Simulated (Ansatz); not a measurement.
Relaxed bulk SnS₂:

```
Sn S
1.0
     3.65131    0.00000    0.00000
    -1.82566    3.16213    0.00000
     0.00000    0.00000    6.05892
Sn S
1 2
Direct
  0.00000 0.00000 0.00000
  0.66667 0.33333 0.24324
  0.33333 0.66667 0.75676
```

Miller indices refer to the conventional cell of P-3m1 (No. 164), a = 3.651 Å, b = 3.651 Å, c = 6.059 Å, α = 90.00°, β = 90.00°, γ = 120.00°. The bulk's gap is 1.41 eV.

The (111) slab of 20 planes, 11.4 Å thick with 15 Å of vacuum as cut; outer planes S (top) and S (bottom).

All numbers below come from Ansatz 0.2.0, DFT PBEsol, scalar-relativistic, plane waves, PAW. Plane waves to 420 eV, a k mesh through Γ of 5×4×1 on the computed 20-atom cell and Gaussian smearing (0.05 eV); no spin polarisation. A dipole correction removes the field between periodic images along c.

The slab isn't stoichiometric (Sn3S7), so its surface energy depends on the chemical potentials; it is given with the excess atoms taken from the element's standard state, a limit at which the compound may itself be unstable, so the figure can be too low.

Results for the relaxed slab:

```
Surface energy with the excess atoms taken from the elements : 0.40 J/m²
Gap of the slab on the mesh                                  : 1.26 eV
Bulk valence band top under the vacuum level                 : 6.26 eV
Bulk conduction band bottom under the vacuum level           : 4.85 eV
```

Relaxation lowers the energy by 1.178 J/m² a face; the largest move is 2.095 Å.

| plane (bottom to top) | atoms | spacing to next, bulk (Å) | relaxed (Å) | change (%) |
| --- | --- | --- | --- | --- |
| 1 | S | 0.898 | 1.074 | +19.7 |
| 2 | S | 0.425 | 0.643 | +51.2 |
| 3 | Sn | 0.425 | 0.055 | -87.1 |
| 4 | S | 0.898 | 0.931 | +3.7 |
| 5 | S | 0.425 | 0.394 | -7.4 |
| 6 | Sn | 0.425 | 0.574 | +35.1 |
| 7 | S | 0.898 | 0.812 | -9.5 |
| 8 | S | 0.425 | 0.482 | +13.4 |
| 9 | Sn | 0.425 | 0.356 | -16.4 |
| 10 | S | 0.898 | 0.949 | +5.7 |
| 11 | S | 0.425 | 0.356 | -16.4 |
| 12 | Sn | 0.425 | 0.482 | +13.4 |
| 13 | S | 0.898 | 0.812 | -9.5 |
| 14 | S | 0.425 | 0.574 | +35.1 |
| 15 | Sn | 0.425 | 0.394 | -7.4 |
| 16 | S | 0.898 | 0.931 | +3.7 |
| 17 | S | 0.425 | 0.055 | -87.0 |
| 18 | Sn | 0.425 | 0.643 | +51.3 |
| 19 | S | 0.898 | 1.074 | +19.6 |
| 20 | S |  |  |  |

The gap is read on a mesh, which can miss the band edges, so it can be too wide. Each cell of SnS2 holds layers, and where no dispersion correction was added their binding is poorly described.